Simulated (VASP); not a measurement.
# Zr (P6_3/mmc) in VASP: further runs

One crystal, Zr, is run at these levels: r2SCAN, r2SCAN+rVV10; tasks: relaxation of cell and atoms.

All numbers are computed with VASP 6.6.1; they aren't measurements. Logs are shortened: lines on timing, memory, paths and dates and some standing lists are left out, and cuts for length are marked.

## (1) Starting point

Symmetry: P6_3/mmc, No. 194, hexagonal system. The conventional cell has a = 3.239 Å, b = 3.239 Å, c = 5.172 Å, α = 90.00°, β = 90.00°, γ = 120.00°. Zr (site symmetry -6m2) has 12 Zr at 3.19 to 3.24 Å as nearest neighbours.

## (2) Relaxation of cell and atoms, r2SCAN

INCAR reads:

```
SYSTEM = Zr
  PREC = Accurate
  ENCUT = 600
  EDIFF = 1E-7
  ISMEAR = 0
  SIGMA = 0.1
  LREAL = .FALSE.
  LASPH = .TRUE.
  NELM = 80
  ALGO = Normal
  ISIF = 3
  LWAVE = .FALSE.
  LCHARG = .FALSE.
  METAGGA = R2SCAN
  LMIXTAU = .TRUE.
  IBRION = 2
  NSW = 90
  EDIFFG = -0.005
```

KPOINTS reads:

```
Automatic mesh
0
G
  15 15 8
  0 0 0
```

POSCAR reads:

```
Zr
1.0
    3.2392314100      0.0000000000      0.0000000000
   -1.6196157100      2.8052566900      0.0000000000
    0.0000000000      0.0000000000      5.1722200000
Zr
2
Direct
    0.3333333300      0.6666666700      0.2500000000
    0.6666666700      0.3333333300      0.7500000000
```

Potentials or basis: VASP PAW PBE potentials, release 64 (Zr_sv).

Command:

```
> cat potpaw_PBE.64/Zr_sv/POTCAR > POTCAR
> mpirun -np 1 vasp_std > vasp.out
```

OUTCAR:

```text
SYSTEM = Zr
   PREC = Accurate
   ENCUT = 600
   EDIFF = 1E-7
   ISMEAR = 0
   LREAL = .FALSE.
   LASPH = .TRUE.
   NELM = 80
   ISIF = 3
   METAGGA = R2SCAN
   IBRION = 2
   NSW = 90
   EDIFFG = -0.005

 ion  position               nearest neighbor table
   1  0.333  0.667  0.250-   2 3.19   2 3.19   2 3.19   2 3.19   2 3.19   2 3.19
   2  0.667  0.333  0.750-   1 3.19   1 3.19   1 3.19   1 3.19   1 3.19   1 3.19

  LATTYP: Found a hexagonal cell.
 ALAT       =     3.2392314100
 C/A-ratio  =     1.5967429755

  Lattice vectors:

 A1 = (   3.2392314100,   0.0000000000,   0.0000000000)
 A2 = (  -1.6196157100,   2.8052566900,   0.0000000000)
 A3 = (   0.0000000000,   0.0000000000,   5.1722200000)

Analysis of symmetry for initial positions (statically):
=====================================================================
 Subroutine PRICEL returns:
 Original cell was already a primitive cell.

 Routine SETGRP: Setting up the symmetry group for a
 hexagonal supercell.

 Subroutine GETGRP returns: Found 24 space group operations
 (whereof 12 operations were pure point group operations)
 out of a pool of 24 trial point group operations.

The static configuration has the point symmetry D_3d.
 The point group associated with its full space group is D_6h.

Analysis of symmetry for dynamics (positions and initial velocities):
=====================================================================
 Subroutine PRICEL returns:
 Original cell was already a primitive cell.

 Routine SETGRP: Setting up the symmetry group for a
 hexagonal supercell.

 Subroutine GETGRP returns: Found 24 space group operations
 (whereof 12 operations were pure point group operations)
 out of a pool of 24 trial point group operations.

The dynamic configuration has the point symmetry D_3d.
 The point group associated with its full space group is D_6h.

 Subroutine INISYM returns: Found 24 space group operations
 (whereof 12 operations are pure point group operations),
 and found     1 'primitive' translations

----------------------------------------------------------------------------------------

                                     Primitive cell

  volume of cell :      46.9993

  direct lattice vectors                    reciprocal lattice vectors
     3.239231410  0.000000000  0.000000000     0.308715208  0.178236809  0.000000000
    -1.619615710  2.805256690  0.000000000     0.000000000  0.356473617  0.000000000
     0.000000000  0.000000000  5.172220000     0.000000000  0.000000000  0.193340577

  length of vectors
     3.239231410  3.239231413  5.172220000     0.356473618  0.356473617  0.193340577

  position of ions in fractional coordinates (direct lattice)
     0.333333330  0.666666670  0.250000000
     0.666666670  0.333333330  0.750000000

  ion indices of the primitive-cell ions
   primitive index   ion index
                 1           1
                 2           2

----------------------------------------------------------------------------------------

 KPOINTS: Automatic mesh

Automatic generation of k-mesh.
 Grid dimensions read from file:
 generate k-points for:   15   15    8

 Generating k-lattice:

  Cartesian coordinates                     Fractional coordinates (reciprocal lattice)
     0.020581014  0.011882454  0.000000000     0.066666667 -0.000000000  0.000000000
     0.000000000  0.023764908  0.000000000     0.000000000  0.066666667  0.000000000
     0.000000000  0.000000000  0.024167572     0.000000000  0.000000000  0.125000000

  Length of vectors
     0.023764908  0.023764908  0.024167572

  Shift w.r.t. Gamma in fractional coordinates (k-lattice)
     0.000000000  0.000000000  0.000000000

 Subroutine IBZKPT returns following result:
 ===========================================

 Found    135 irreducible k-points:

 Following reciprocal coordinates:
            Coordinates               Weight
  0.000000  0.000000  0.000000      1.000000
  0.066667 -0.000000  0.000000      6.000000
  0.133333 -0.000000  0.000000      6.000000
  0.200000  0.000000  0.000000      6.000000
  0.266667 -0.000000  0.000000      6.000000
  0.333333 -0.000000  0.000000      6.000000
[... 16 lines left out ...]
  0.333333  0.200000  0.000000     12.000000
  0.400000  0.200000  0.000000      6.000000
 [... further k-points ...]
   k-points           NKPTS =    135   k-points in BZ     NKDIM =    135   number of bands    NBANDS=     16
   number of dos      NEDOS =    301   number of ions     NIONS =      2
   total plane-waves  NPLWV =  32928
   dimension x,y,z NGX =    28 NGY =   28 NGZ =   42
   dimension x,y,z NGXF=    56 NGYF=   56 NGZF=   84
   ions per type =               2
   NGX,Y,Z   is equivalent  to a cutoff of  14.37, 14.37, 13.50 a.u.
   NGXF,Y,Z  is equivalent  to a cutoff of  28.74, 28.74, 27.00 a.u.
 SYSTEM =  Zr
   PREC   = accura    normal or accurate (medium, high low for compatibility)
   ISTART =      0    job   : 0-new  1-cont  2-samecut
   ICHARG =      2    charge: 1-file 2-atom 10-const
   ISPIN  =      1    spin polarized calculation?
   LNONCOLLINEAR =      F non collinear calculations
   LSORBIT =      F    spin-orbit coupling
   LASPH  =      T    aspherical Exc in radial PAW
   ENCUT  =  600.0 eV  44.10 Ry    6.64 a.u.   6.47  6.47 10.33*2*pi/ulx,y,z
   NELM   =     80;   NELMIN=  2; NELMDL= -5     # of ELM steps
   EDIFF  = 0.1E-06   stopping-criterion for ELM
   LREAL  =      F    real-space projection
   EDIFFG = -.5E-02   stopping-criterion for IOM
   NSW    =     90    number of steps for IOM
   IBRION =      2    ionic relax: 0-MD 1-quasi-New 2-CG
   NFREE  =      1    steps in history (QN), initial steepest desc. (CG)
   ISIF   =      3    stress and relaxation
   ISYM   =      2    0-nonsym 1-usesym 2-fastsym
   POTIM  = 0.5000    time-step for ionic-motion
   TEBEG  =    0.0;   TEEND  =   0.0 temperature during run
   PSTRESS=    0.0 pullay stress
   NELECT =      24.0000    total number of electrons
   NUPDOWN=      -1.0000    fix difference up-down
   EMIN   =  10.00;   EMAX   =-10.00  energy-range for DOS
   EFERMI =   0.00;   METHOD = LEGACY
   ISMEAR =     0;   SIGMA  =   0.10  broadening in eV -4-tet -1-fermi 0-gaus
   EFERMI_NEDOS =   21; number of points for ismear=-14 and -15
   IALGO  =     38    algorithm
   IMIX   =      4    mixing-type and parameters
     AMIX     =   0.40;   BMIX     =  1.00
     AMIX_MAG =   1.60;   BMIX_MAG =  1.00
  volume/ion in A,a.u.               =      23.50       158.58
  Fermi-wavevector in a.u.,A,eV,Ry     =   1.308523  2.472750 23.296340  1.712233
  Thomas-Fermi vector in A             =   2.439184
   LORBIT       =      0    0 simple, 1 ext, 2 COOP (PROOUT), +10 PAW based schemes
   METAGGA = R2SCAN    functional components
   LHFCALC =     F    Hartree Fock is set to
   AEXX    =    0.0000 exact exchange contribution
   IVDW    =     0    specifies the selected vdW correction
   LEPSILON=     F    determine dielectric tensor
   LRPA    =     F    only Hartree local field effects (RPA)
 conjugate gradient relaxation of ions
 non-spin polarized calculation
 Gauss-broadening in eV      SIGMA  =   0.10
  energy-cutoff  :      600.00
  volume of cell :       47.00
 maximum number of plane-waves:      1592
 NGX is ok and might be reduce to    28

--------------------------------------- Ionic step        1  -------------------------------------------

 number of electron      24.0000000 magnetization

 Free energy of the ion-electron system (eV)
  ---------------------------------------------------
  ext. energy  EPLUGINS =         0.00000000
  ---------------------------------------------------
  free energy    TOTEN  =       -45.50210334 eV

  energy without entropy =      -45.49413332  energy(sigma->0) =      -45.49811833

------------------------ aborting loop because EDIFF is reached ----------------------------------------

  FORCE on cell =-STRESS in cart. coord.  units (eV):
  Direction    XX          YY          ZZ          XY          YZ          ZX
  --------------------------------------------------------------------------------------
  -------------------------------------------------------------------------------------
  Total        0.0625439      0.0625439     -0.1476263     -0.0000000      0.0000000     -0.0000000
  in kB        2.1320809      2.1320809     -5.0324882     -0.0000000      0.0000000     -0.0000000
  external PRESSURE =      -0.2561088 kB  Pullay stress =       0.0000000 kB
[... 129 lines left out ...]
  energy  without entropy=      -45.4948885348  energy(sigma->0) =      -45.49873788

--------------------------------------- Ionic step        5  -------------------------------------------

 number of electron      24.0000000 magnetization

 Free energy of the ion-electron system (eV)
  ---------------------------------------------------
  ext. energy  EPLUGINS =         0.00000000
  ---------------------------------------------------
  free energy    TOTEN  =       -45.50259832 eV

  energy without entropy =      -45.49489249  energy(sigma->0) =      -45.49874541

 E-fermi :   8.9564     XC(G=0): -11.9024

 val. band max:        8.9473409048   @ k =   0.3333   0.2000   0.5000
 cond. band min:       8.9671095505   @ k =   0.2667   0.2000   0.3750
 fundamental gap:      0.0197686456
 Fermi energy:         8.9564230886

 k-point     1 :       0.0000    0.0000    0.0000
  band No.  band energies     occupation
      1     -41.6405      2.00000
      2     -41.4774      2.00000
      3     -19.4903      2.00000
      4     -18.5927      2.00000
      5     -18.5927      2.00000
      6     -18.4538      2.00000
[... 8 lines left out ...]
     15      10.6521      0.00000
     16      10.6521      0.00000
[... 420 lines left out ...]
  band No.  band energies     occupation
      1     -41.4831      2.00000
      2     -41.4500      2.00000
      3     -19.2221      2.00000
      4     -19.0499      2.00000
      5     -18.9746      2.00000
      6     -18.9318      2.00000
[... 8 lines left out ...]
     15      10.7156      0.00000
     16      13.3612      0.00000

 [... further k-points ...]

------------------------ aborting loop because EDIFF is reached ----------------------------------------

  FORCE on cell =-STRESS in cart. coord.  units (eV):
  Direction    XX          YY          ZZ          XY          YZ          ZX
  --------------------------------------------------------------------------------------
  -------------------------------------------------------------------------------------
  Total       -0.0011324     -0.0011324      0.0003303      0.0000000      0.0000000      0.0000000
  in kB       -0.0385987     -0.0385987      0.0112576      0.0000000      0.0000000      0.0000000
  external PRESSURE =      -0.0219800 kB  Pullay stress =       0.0000000 kB
[... 17 lines left out ...]
  FREE ENERGIE OF THE ION-ELECTRON SYSTEM (eV)
  ---------------------------------------------------
  free  energy   TOTEN  =       -45.5025983236 eV

  energy  without entropy=      -45.4948924922  energy(sigma->0) =      -45.49874541

 reached required accuracy - stopping structural energy minimisation
```

Run time: 20 min. Hardware: 1 thread of Intel Xeon Platinum 8488C (Sapphire Rapids), shared host; peak memory 0.25 GiB.

Results:

```
Free energy               : -45.5026 eV
Energy gained by relaxing : 0.2 meV/atom
Ionic steps               : 5
Pressure after relaxing   : 0.0 GPa
Band gap on the k mesh    : none (metal or under the smearing width)
```

The path:
```csv
step,energy change (eV),largest force (eV/Å),pressure (GPa),volume (Å³)
1,0.0000,0.0000,-0.03,47.00
2,-0.0005,0.0000,0.05,46.97
3,-0.0005,0.0000,0.08,46.96
4,-0.0005,0.0000,-0.08,47.04
5,-0.0005,0.0000,0.00,47.00
```

Final structure:
```
Zr
1.0
     3.24696    0.00000    0.00000
    -1.62348    2.81195    0.00000
     0.00000    0.00000    5.14802
Zr
2
Cartesian
  0.0000 1.8746 1.2870
  1.6235 0.9373 3.8610
```

Caveat: the PAW data sets were made with another functional, which shifts forces and pressure a little.

## (3) Relaxation of cell and atoms, r2SCAN+rVV10

INCAR, as its differences from that of step 2:

```diff
@@ -15,2 +15,6 @@
   LMIXTAU = .TRUE.
+  LUSE_VDW = .TRUE.
+  IVDW_NL = 2
+  BPARAM = 11.95
+  CPARAM = 0.0093
   IBRION = 2
```

KPOINTS is that of step 2.

POSCAR is that of step 2.

Potentials or basis: VASP PAW PBE potentials, release 64 (Zr_sv).

Command:

```
> cat potpaw_PBE.64/Zr_sv/POTCAR > POTCAR
> mpirun -np 1 vasp_std > vasp.out
```

Run time: 29 min. Hardware: 1 thread of Intel Xeon Platinum 8488C (Sapphire Rapids), shared host; peak memory 0.4 GiB.

Results (log left out):

* Free energy: -45.0700 eV
* Relaxed volume: 23.31 Å³/atom
* Relaxed cell: a = 3.237 Å, b = 3.237 Å, c = 5.136 Å, α = 90.00°, β = 90.00°, γ = 120.00°
* Space group after relaxing (to 0.05 Å): P6_3/mmc (No. 194)
* Energy gained by relaxing: 0.7 meV/atom
* Ionic steps: 5
* Pressure after relaxing: 0.0 GPa
* Band gap on the k mesh: none (metal or under the smearing width)

The path:
```
step  energy change (eV)  largest force (eV/Å)  pressure (GPa)  volume (Å³)
   1              0.0000                0.0000           -0.82        47.00
   2             -0.0003                0.0000            0.90        46.19
   3             -0.0013                0.0000            0.07        46.57
   4             -0.0015                0.0000            0.02        46.60
   5             -0.0015                0.0000            0.00        46.61
```

Final structure:
```
CELL_PARAMETERS angstrom
3.23729 0.00000 0.00000
-1.61864 2.80357 0.00000
0.00000 0.00000 5.13558
ATOMIC_POSITIONS crystal
Zr 0.33333 0.66667 0.25000
Zr 0.66667 0.33333 0.75000
```

Levels at points of the mesh, in eV from the Fermi level:
| k point | band 10 | band 11 | band 12 | band 13 | band 14 | band 15 |
| --- | --- | --- | --- | --- | --- | --- |
| (0.00, 0.00, 0.00) | -3.22 | 0.95 | 0.95 | 1.03 | 1.16 | 1.71 |
| (0.00, 0.00, 0.50) | -4.23 | 0.02 | 0.02 | 0.86 | 0.86 | 0.86 |

Caveat: the PAW data sets were made with another functional, which shifts forces and pressure a little.
